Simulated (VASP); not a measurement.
# WC, vacuum levels of a slab or layer: which settings are enough?

WC, slab, 6 atoms in the cell. PBE; PAW potentials W_sv, C (PBE set). VASP 6.6.1.

Wanted: face levels within 0.04 eV; energy within 2 meV/atom; forces within 0.02 eV/Å.

Crystal: WC, Fm-3m; Face: (1 1 1); Atomic planes: 6; Dipole correction: yes.

Face levels: vacuum level at each face, counted from the Fermi level.

POSCAR of the starting run:
```
WC
1.0
    3.0990192011      0.0000000000      0.0000000000
   -1.5495096005      2.6838293550      0.0000000000
    0.0000000000      0.0000000000     21.3258464551
W C
3 3
Direct
    0.5000000000      0.2500000000      0.4110115540
    0.1666666667      0.5833333333      0.5296628154
    0.8333333333      0.9166666666      0.6483140767
    0.1666666667      0.5833333333      0.3516859233
    0.8333333333      0.9166666667      0.4703371846
    0.5000000000      0.2500000000      0.5889884460
```

The series start from vacuum (Å): 15; correction: LDIPOL, IDIPOL 3, DIPOL, AMIN 0.01; k spacing (1/Å): 0.3; Cutoff ENCUT (eV): 525; SCF threshold EDIFF (eV): 1e-6; PREC: Accurate; LREAL: .FALSE.; ALGO: Normal. Each series keeps the choices made before it, and each single choice may use up half of a tolerance.

## Vacuum (Å)

| Vacuum (Å) | Face levels, largest deviation (eV) | Energy less reference (meV/atom) | Forces, largest deviation (eV/Å) | SCF iterations | Time (s) |
|---|---|---|---|---|---|
| 6 | 0.295 | 1.0 | 0.019 | 21 | 26 |
| 8 | 0.041 | -0.3 | 0.002 | 22 | 32 |
| 10 | 0.020 | -0.3 | 0.000 | 25 | 38 |
| 12 | 0.002 | -0.2 | 0.000 | 30 | 51 |
| 15 | 0.001 | -0.1 | 0.000 | 33 | 65 |
| 20 | 0.000 | 0.0 | 0.000 | 38 | 98 |
| 25 (reference) | 0.000 | 0.0 | 0.000 | 42 | 110 |

Chosen: 10, the loosest value from which every tighter one stays within half of the tolerance.

## Correction

| Correction | Face levels, largest deviation (eV) | Energy less reference (meV/atom) | Forces, largest deviation (eV/Å) | SCF iterations | Time (s) |
|---|---|---|---|---|---|
| LDIPOL, IDIPOL 3, DIPOL, AMIN 0.01 | 0.000 | 0.0 | 0.000 | 25 | 38 |
| LDIPOL, default AMIN | 0.000 | 0.0 | 0.000 | 27 | 39 |
| LDIPOL, no DIPOL | no result | no result | no result | 150 | 229 |
| IDIPOL 3 alone (energy only) | 0.500 | 0.8 | 0.015 | 24 | 34 |
| kernel truncation, coarsened | 0.002 | 0.3 | 0.000 | 27 | 45 |
| kernel truncation, full padding | 0.020 | 0.4 | 0.000 | 27 | 50 |

Chosen: LDIPOL, IDIPOL 3, DIPOL, AMIN 0.01; no other choice that stays within half of the tolerance saves 30 % of the time.

## k spacing (1/Å)

| k spacing (1/Å) | Face levels, largest deviation (eV) | Energy less reference (meV/atom) | Forces, largest deviation (eV/Å) | SCF iterations | Time (s) |
|---|---|---|---|---|---|
| 0.6 | 0.115 | 3.0 | 0.797 | 26 | 26 |
| 0.45 | 0.105 | 4.5 | 0.149 | 25 | 29 |
| 0.3 | 0.037 | -2.7 | 0.170 | 25 | 38 |
| 0.22 | 0.012 | 0.0 | 0.034 | 25 | 50 |
| 0.16 (reference) | 0.000 | 0.0 | 0.000 | 25 | 93 |

Chosen: 0.16; the next looser run is off by more than half of the tolerance, so convergence isn't shown beyond this value.

## Cutoff ENCUT (eV)

| Cutoff ENCUT (eV) | Face levels, largest deviation (eV) | Energy less reference (meV/atom) | Forces, largest deviation (eV/Å) | SCF iterations | Time (s) |
|---|---|---|---|---|---|
| 320 | 0.011 | -5.5 | 0.017 | 25 | 30 |
| 400 | 0.010 | -0.9 | 0.005 | 25 | 47 |
| 460 | 0.011 | 0.7 | 0.003 | 25 | 54 |
| 525 | 0.010 | 1.6 | 0.003 | 25 | 93 |
| 600 | 0.003 | 1.2 | 0.002 | 25 | 94 |
| 725 (reference) | 0.000 | 0.0 | 0.000 | 25 | 103 |

Chosen: 725; the next looser run is off by more than half of the tolerance, so convergence isn't shown beyond this value.

## SCF threshold EDIFF (eV)

| SCF threshold EDIFF (eV) | Face levels, largest deviation (eV) | Energy less reference (meV/atom) | Forces, largest deviation (eV/Å) | SCF iterations | Time (s) |
|---|---|---|---|---|---|
| 0.001 | 0.338 | 0.0 | 0.014 | 15 | 65 |
| 0.0001 | 0.145 | 0.1 | 0.007 | 17 | 89 |
| 1e-5 | 0.000 | 0.0 | 0.001 | 24 | 117 |
| 1e-6 | 0.000 | 0.0 | 0.000 | 25 | 103 |
| 1e-7 (reference) | 0.000 | 0.0 | 0.000 | 27 | 166 |

Chosen: 1e-5.

## PREC

| PREC | Face levels, largest deviation (eV) | Energy less reference (meV/atom) | Forces, largest deviation (eV/Å) | SCF iterations | Time (s) |
|---|---|---|---|---|---|
| Accurate | 0.000 | 0.0 | 0.000 | 24 | 117 |
| Normal | 0.010 | 0.0 | 0.000 | 24 | 61 |

Chosen: Normal, the fastest of those that stay within half of the tolerance.

## LREAL

| LREAL | Face levels, largest deviation (eV) | Energy less reference (meV/atom) | Forces, largest deviation (eV/Å) | SCF iterations | Time (s) |
|---|---|---|---|---|---|
| .FALSE. | 0.000 | 0.0 | 0.000 | 24 | 61 |
| Auto | 0.000 | -0.2 | 0.013 | 24 | 59 |

Chosen: .FALSE..

## ALGO

| ALGO | Face levels, largest deviation (eV) | Energy less reference (meV/atom) | Forces, largest deviation (eV/Å) | SCF iterations | Time (s) |
|---|---|---|---|---|---|
| Normal | 0.000 | 0.0 | 0.000 | 24 | 61 |
| Fast | 0.000 | 0.0 | 0.001 | 25 | 57 |
| All | 0.005 | 0.0 | 0.028 | 51 | 113 |

Chosen: Normal.

## All choices together

| Input | Face levels, largest deviation (eV) | Energy less reference (meV/atom) | Forces, largest deviation (eV/Å) | Time (s) |
|---|---|---|---|---|
| starting input without the dipole correction (naive) | 0.501 | -1.6 | 0.164 | 53 |
| chosen settings | 0.022 | -0.3 | 0.001 | 61 |
| reference settings throughout | 0.000 | 0.0 | 0.000 | 443 |

The chosen settings stay within the tolerance of the reference run, but the reference itself isn't shown to be converged in: k spacing (1/Å), Cutoff ENCUT (eV).

Values of the reference run: Face levels: 5.133, 6.269 eV.

## The input

INCAR:
```
SYSTEM = WC
PREC = Normal
ENCUT = 725
EDIFF = 1E-5
ISMEAR = 0
SIGMA = 0.1
LREAL = .False.
LASPH = .True.
ALGO = Normal
NELM = 150
LWAVE = .False.
LCHARG = .False.
GGA = PE
KPAR = 4
LVHAR = .True.
LVACPOTAV = .True.
LDIPOL = .True.
IDIPOL = 3
DIPOL = 0.5 0.5 0.5
AMIN = 0.01
```

KPOINTS:
```
Automatic mesh
0
Gamma
  15 15 1
  0 0 0
```

POSCAR:
```
WC
1.0
    3.0990192011      0.0000000000      0.0000000000
   -1.5495096005      2.6838293550      0.0000000000
    0.0000000000      0.0000000000     16.3258464551
W C
3 3
Direct
    0.5000000000      0.2500000000      0.3837577003
    0.1666666667      0.5833333333      0.5387474333
    0.8333333333      0.9166666666      0.6937371662
    0.1666666667      0.5833333333      0.3062628338
    0.8333333333      0.9166666667      0.4612525667
    0.5000000000      0.2500000000      0.6162422997
```

Commands:
```
cat potpaw_PBE.64/W_sv/POTCAR potpaw_PBE.64/C/POTCAR > POTCAR
mpirun -np 4 vasp_std > vasp.out
```

The chosen input took VASP 6.6.1 61 s on 4 cores (Intel Xeon Platinum 8259CL @ 2.50GHz (Skylake/Cascade Lake)), a shared host.

## An input that fails: centre for the dipole put into the vacuum's far side

The electronic loop stops at its limit of 150 steps.

Changes against the starting input:
```
- DIPOL = 0.5 0.5 0.5
+ DIPOL = 0.5 0.5 0.0
```
